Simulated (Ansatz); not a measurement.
**Sb: how the settings move a single-point run**

How sensitive is a single-point run of Sb to its settings? A reference run comes first, then one run with altered input.

Computed with Ansatz 0.2.0 (reference: DFT, LDA, PAW with Ansatz's default frozen-core files, scalar-relativistic, unless a step's input says otherwise).

### Step 1. The structure to begin with

It takes space group R-3m (No. 166, trigonal). Conventional cell: a = 4.301 Å, b = 4.301 Å, c = 11.232 Å, α = 90.00°, β = 90.00°, γ = 120.00°. Around Sb (site symmetry 3m) lie 3 Sb at 2.90 Å.

As a file:

```
Sb
1.0
     2.15060    1.24165    3.74400
    -2.15060    1.24165    3.74400
     0.00000   -2.48330    3.74400
Sb
2
Direct
  0.23364 0.23364 0.23364
  0.76636 0.76636 0.76636
```

### Step 2. The reference run

Contents of input.yaml:

```yaml
crystal:
  lattice:
    - [2.150600332, 1.2416496806, 3.744]
    - [-2.150600332, 1.2416496806, 3.744]
    - [0.0, -2.4832993611, 3.744]
  atoms:
    - { symbol: Sb, position: [0.23364, 0.23364, 0.23364] }
    - { symbol: Sb, position: [0.76636, 0.76636, 0.76636] }
kpoints:
  mp_grid: { grid: [9, 9, 9] }
  band_path:
    path:
      - [0.0, 0.0, 0.0]
      - [0.5, 0.5, 0.5]
      - [0.7600111779, 0.2399888221, 0.5]
      - [0.5, -0.2399888221, 0.2399888221]
      - [0.5, 0.0, 0.0]
      - [0.0, 0.0, 0.0]
      - [0.369994411, -0.369994411, 0.0]
      - [0.630005589, 0.0, 0.369994411]
      - [0.5, 0.0, 0.5]
    npoints: 5
scf:
  occupations: { method: fermi_dirac, width: 0.05 }
hamiltonian:
  xc: lda
  pseudopotentials: { kind: paw }
output:
  forces: true
  stress: true
  eigenvalues: true
  efg: { contact_densities: true }
```

Run with:

```sh
ansatz run input.yaml --threads 1 --pin off --max-ram 2048MiB --backend cpu --events-out ev --progress --plain --runs-dir out
```

### Step 3. Changed: symmetry.detect false, occupations.width 0.025, xc revpbe

input.yaml: that of step 2 with these lines changed.

```diff
@@ -8,2 +8,3 @@
     - { symbol: Sb, position: [0.76636, 0.76636, 0.76636] }
+  symmetry: { detect: false }
 kpoints:
@@ -23,5 +24,5 @@
 scf:
-  occupations: { method: fermi_dirac, width: 0.05 }
+  occupations: { method: fermi_dirac, width: 0.025 }
 hamiltonian:
-  xc: lda
+  xc: revpbe
   pseudopotentials: { kind: paw }
```

Before running it: what results should come out? Wanted: for each run, ending; energy change; pressure; gap; force.

**Answer**, as computed:

| run | ending | energy change | pressure (GPa) | gap (eV) | force (eV/Å) | cycles | time |
| --- | --- | --- | --- | --- | --- | --- | --- |
| reference | converged | - | -0.8 | 0.10 | 0.05 | 7 | 2.6 s |
| 1: symmetry.detect false, occupations.width 0.025, xc revpbe | converged | not comparable | 4.1 | 0.05 | 0.22 | 7 | 15 s |

Residual by cycle in the longest SCF loop of each run; runs are numbered as in the table. The quantity is the density residual dr2, in eV.

| cycle | reference | run 1 |
| --- | --- | --- |
| 1 | 0.00982 | 0.00291 |
| 2 | 0.0033 | 5.9e-4 |
| 3 | 2.2e-4 | 1.3e-4 |
| 4 | 3.3e-5 | 7.6e-6 |
| 5 | 6.6e-6 | 1.5e-6 |
| 6 | 5.3e-7 | 1.3e-7 |
| 7 | 6.8e-8 | 9.8e-9 |

A change of functional puts the total energy on another scale; the pressure goes from -0.8 to 4.1 GPa, the gap on the mesh goes from 0.10 to 0.05 eV and the largest force goes from 0.05 to 0.22 eV/Å. The smearing changed too. Cost: 15 s against 2.6 s.
